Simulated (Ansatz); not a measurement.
# Hf: pressure against volume

Hf, P6_3/mmc, a = 3.159 Å, c = 5.000 Å. Ansatz: PBEsol, PAW, 420 eV, Γ-centred 18×18×8 mesh on 2 atoms, Gaussian smearing 0.10 eV; no spin polarisation. Shape and atoms are relaxed at each volume; pressure is positive in compression.

```tsv
V (Å³/atom)	P (GPa)
20.306	7.80
20.954	3.65
21.602	0.01
22.250	-3.19
22.898	?
```

Q: Take V0 = 21.602 Å³/atom, count pressures from its P0 = 0.01 GPa, fit the third-order Birch–Murnaghan form to the other rows, and predict the missing pressure.

A: With the Eulerian strain f = ½[(V0/V)^(2/3) − 1] and y = (P − P0)/[3f(1 + 2f)^(5/2)], the form is the line y = B0 + 1.5 B0 (B0′ − 4) f. Rows (f, y): 0.02105, 111.3; 0.01026, 112.4; -0.00976, 114.8. Means f = 0.007183, y = 112.83; Σ(Δf)² = 0.0004888, ΣΔfΔy = -0.05592; the slope is their ratio. y = 113.7 − 114.4 f GPa, so B0 = 113.7 GPa and B0′ = 4 + 2 × (-114.4)/(3 × 113.7) = 3.33. At V = 22.898, f = -0.01905, y = 115.88 and P = -6.00 GPa. The run gave -5.97 GPa, so the fit is 0.03 GPa too low, a small miss on the scale of the series. The form still works here, 33 % of the fitted range beyond its end.

Spin–orbit coupling is left out, which can shift energies with elements as heavy as these.